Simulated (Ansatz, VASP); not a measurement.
**One calculation of KF (Carobbiite), two programs**

```
K F
1.0
     0.00000    2.65879    2.65879
     2.65879    0.00000    2.65879
     2.65879    2.65879    0.00000
K F
1 1
Cartesian
  0.0000 0.0000 0.0000
  2.6588 2.6588 2.6588
```

Alike in both runs: functional r2SCAN; k mesh 12 × 12 × 12; occupations fermi-dirac, width 0.05 eV; no spin polarisation.

Ansatz relaxed the structure, and its values are those at the end. VASP's run is a single point on that final structure, the one shown.

```csv
,VASP,Ansatz
version,VASP 6.6.1,Ansatz 0.2.0
potentials or method,"VASP PAW PBE potentials, release 64 (K_sv, F)","PAW with Ansatz's default frozen-core files, scalar-relativistic"
plane-wave cutoff (eV),520,500
valence electrons in the cell,16,16
```

```tsv
	VASP	Ansatz	Ansatz less VASP
gap on the k mesh at the Fermi level (eV)	6.91	6.91	+0.001
pressure (GPa)	0.0	0.0	+0.04
```

The functional is the same, so the differences come from potentials, cutoffs and numerics.

Caveats: the PAW data sets were made with another functional, which shifts forces and pressure a little (VASP). A k mesh can miss the band edges.
